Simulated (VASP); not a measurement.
## A VASP 6.6.1 single-point calculation on CdS

INCAR

```
EDIFF = 1E-7
LWAVE = .FALSE.
ENCUT = 520
LCHARG = .FALSE.
IBRION = -1
TIME = 0.5
ALGO = Damped
LASPH = .TRUE.
GGA = PE
ISMEAR = -1
NSW = 0
SIGMA = 0.02
PREC = Accurate
LREAL = .FALSE.
NELM = 120
NBANDS = 16
ISIF = 2
```

KPOINTS

```
KPOINTS created by Atomic Simulation Environment
0
Gamma
8 8 8
0 0 0
```

POSCAR

```
Cd S
 1.0000000000000000
     0.0000000000000000    2.8085798417999999    2.6656717241000001
     2.8085798417999999    0.0000000000000000    2.6656717241000001
     2.8085798417999999    2.8085798417999999    0.0000000000000000
 Cd  S
   1   1
Cartesian
  0.0000000000000000  0.0000000000000000  0.0000000000000000
  2.8085798417999994  2.8085798417999994  2.6656717241000001
```

The recommended PBE PAW datasets give the neutral cell 18 valence electrons.

Command

```
mpirun -np 1 vasp_std
```

OSZICAR

```
N       E                     dE             d eps       ncg     rms           ort
DAV:   1     0.180648726698E+03    0.18065E+03   -0.92828E+03   944   0.115E+03
DAV:   2     0.226855281752E+02   -0.15796E+03   -0.14469E+03   944   0.321E+02
DAV:   3    -0.243229992780E+01   -0.25118E+02   -0.24233E+02   944   0.126E+02
DAV:   4    -0.605811405290E+01   -0.36258E+01   -0.35583E+01   944   0.514E+01
DAV:   5    -0.639582519046E+01   -0.33771E+00   -0.33368E+00   944   0.151E+01
SDA:   6    -0.508670505841E+01    0.13091E+01   -0.13084E+01   944   0.262E+01   0.000E+00
DMP:   7    -0.574677414122E+01   -0.66007E+00   -0.13498E+00   944   0.263E+00   0.203E-01
DMP:   8    -0.579375498693E+01   -0.46981E-01   -0.10182E+00   944   0.232E+00  -0.858E-01
DMP:   9    -0.584441528722E+01   -0.50660E-01   -0.22967E-01   944   0.464E-01  -0.128E-02
DMP:  10    -0.585416885127E+01   -0.97536E-02   -0.87626E-02   944   0.200E-01  -0.732E-02
DMP:  11    -0.585767157845E+01   -0.35027E-02   -0.21152E-02   944   0.546E-02  -0.368E-02
DMP:  12    -0.585874252662E+01   -0.10709E-02   -0.14195E-02   944   0.282E-02   0.570E-04
DMP:  13    -0.585941163085E+01   -0.66910E-03   -0.16320E-03   944   0.361E-03  -0.105E-03
DMP:  14    -0.585945719299E+01   -0.45562E-04   -0.16442E-03   944   0.372E-03  -0.128E-03
DMP:  15    -0.585955938404E+01   -0.10219E-03   -0.28784E-04   944   0.357E-04   0.655E-04
DMP:  16    -0.585956660238E+01   -0.72183E-05   -0.68266E-05   944   0.264E-04  -0.383E-04
DMP:  17    -0.585957073648E+01   -0.41341E-05   -0.61677E-05   944   0.108E-04   0.471E-05
DMP:  18    -0.585957271150E+01   -0.19750E-05   -0.65734E-06   944   0.153E-05  -0.661E-06
DMP:  19    -0.585957277696E+01   -0.65456E-07   -0.62283E-06   944   0.136E-05  -0.341E-06
DMP:  20    -0.585957338049E+01   -0.60353E-06   -0.15130E-06   944   0.236E-06   0.199E-06
DMP:  21    -0.585957358943E+01   -0.20894E-06   -0.36288E-07   944   0.908E-07  -0.545E-07
DMP:  22    -0.585957359216E+01   -0.27364E-08   -0.14563E-07   944   0.332E-07  -0.122E-07
   1 F= -.58595736E+01 E0= -.58594688E+01  d E =-.209649E-03
```

Standard output (part)

```
POSCAR found type information on POSCAR CdS
 POSCAR found :  2 types and       2 ions
 LDA part: xc-table for (Slater+PW92), standard interpolation
 POSCAR, INCAR and KPOINTS ok, starting setup
 WAVECAR not read
 entering main loop
 final diagonalization occupied
```

From OUTCAR

```
k-points           NKPTS =     59   k-points in BZ     NKDIM =     59   number of bands    NBANDS=     16

   NELECT =      18.0000    total number of electrons

   dimension x,y,z NGX =    30 NGY =   30 NGZ =   30
   dimension x,y,z NGXF=    60 NGYF=   60 NGZF=   60

  energy-cutoff  :      520.00
  volume of cell :       42.05
      direct lattice vectors                 reciprocal lattice vectors
     0.000000000  2.808579842  2.665671724    -0.178025916  0.178025916  0.187569983
     2.808579842  0.000000000  2.665671724     0.178025916 -0.178025916  0.187569983
     2.808579842  2.808579842  0.000000000     0.178025916  0.178025916 -0.187569983

 k-points in reciprocal lattice and weights: KPOINTS created by Atomic Simulation Env
   0.00000000  0.00000000  0.00000000       0.002
   0.12500000  0.00000000  0.00000000       0.016
   0.25000000  0.00000000  0.00000000       0.016
   0.37500000  0.00000000  0.00000000       0.016
   0.50000000  0.00000000  0.00000000       0.008
   0.12500000  0.12500000  0.00000000       0.004
   0.25000000  0.12500000  0.00000000       0.016
   0.37500000  0.12500000  0.00000000       0.016
   ...

 E-fermi :   2.7873

 k-point     1 :       0.0000    0.0000    0.0000
  band No.  band energies     occupation
      1      -9.9891      2.00000
      2      -4.9457      2.00000
      3      -4.9457      2.00000
      4      -4.9249      2.00000
      5      -4.9188      2.00000
      6      -4.8819      2.00000
      7       1.7405      2.00000
      8       2.0531      2.00000
      9       2.0531      2.00000
     10       3.4651      0.00000
     11      11.8019      0.00000
     12      11.8019      0.00000
     13      12.0679      0.00000
     14      13.4627      0.00000
     15      13.8035      0.00000
     16      14.1969      0.00000

 k-point     2 :       0.1250    0.0000    0.0000
  band No.  band energies     occupation
      1      -9.8611      2.00000
      2      -4.9739      2.00000
      3      -4.9651      2.00000
      4      -4.9476      2.00000
      5      -4.9073      2.00000
      6      -4.8706      2.00000
      7       0.7756      2.00000
      8       1.9899      2.00000
      9       2.1150      2.00000
     10       4.6103      0.00000
     11      10.6195      0.00000
     12      11.2389      0.00000
     13      11.7860      0.00000
     14      12.7233      0.00000
     15      12.9022      0.00000
     16      13.8992      0.00000

 k-point     3 :       0.2500    0.0000    0.0000
  band No.  band energies     occupation
      1      -9.5190      2.00000
      2      -5.0911      2.00000
      3      -5.0553      2.00000
      4      -4.9890      2.00000
      5      -4.8326      2.00000
      6      -4.8221      2.00000
      7      -0.6635      2.00000
      8       2.2723      2.00000
      9       2.2775      2.00000
     10       5.8931      0.00000
     11       9.3204      0.00000
     12       9.7799      0.00000
     13      10.5602      0.00000
     14      13.2465      0.00000
     15      13.4842      0.00000
     16      13.6957      0.00000

 ...

  Total       -0.3797175     -0.3797175      0.5866152      0.0000000     -0.0000000     -0.0000000
  in kB      -14.4664157    -14.4664157     22.3487742      0.0000000     -0.0000000     -0.0000000
  external PRESSURE =      -2.1946857 kB  Pullay stress =       0.0000000 kB

 POSITION                                       TOTAL-FORCE (eV/Angst)
 -----------------------------------------------------------------------------------
      0.00000      0.00000      0.00000        -0.000000      0.000000     -0.000000
      2.80858      2.80858      2.66567         0.000000     -0.000000      0.000000
 -----------------------------------------------------------------------------------
    total drift:                               -0.000000      0.000000      0.000000

  FREE ENERGIE OF THE ION-ELECTRON SYSTEM (eV)
  ---------------------------------------------------
  free  energy   TOTEN  =        -5.8595735922 eV

  energy  without entropy=       -5.8593639432  energy(sigma->0) =       -5.85946877
```

It converged. Results: gap between bands v and c on the k mesh 0.02 eV; least direct gap on the k mesh 1.41 eV; pressure -0.2 GPa. Band v is the last that the valence electrons fill when counted band by band, and c is the next.

For comparison, a separate PBE run of the intended cell, on usual settings and not on those above, gives a gap of 0.02 eV on its mesh and a pressure of -0.2 GPa.

The run above took about 21 s on one core of a shared host (Intel Xeon 6975P-C) and held 0.21 GiB at most.
